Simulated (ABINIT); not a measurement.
Pb:

```xyz
1
Lattice="0.0000 2.4750 2.4750 2.4750 0.0000 2.4750 2.4750 2.4750 0.0000" Properties=species:S:1:pos:R:3 pbc="T T T"
Pb    0.0000    0.0000    0.0000
```

Base run:

- Program: ABINIT 10.8.3 (patched build)
- Functional: revPBE
- Potentials or basis: JTH PAW PBE v2.0
- Cutoff: 707 eV
- k mesh: 9 × 9 × 9
- Occupations: fermi-dirac, width 0.05 eV
- Spin: no spin polarisation

Its results: band gap on the k mesh none (metal or under the smearing width); pressure 3.0 GPa.

Q: After a change of settings the same cell gave: band gap on the k mesh none (metal or under the smearing width); pressure 1.9 GPa. Which change was it?
A. functional from revPBE to RPBE
B. functional from revPBE to r2SCAN
C. functional from revPBE to PBE
D. functional from revPBE to AM05

A: C.

PBE binds more tightly than revPBE, so the same cell stands under less pressure.

Caveats: the PAW data sets were made with another functional, which shifts forces and pressure a little (some runs).
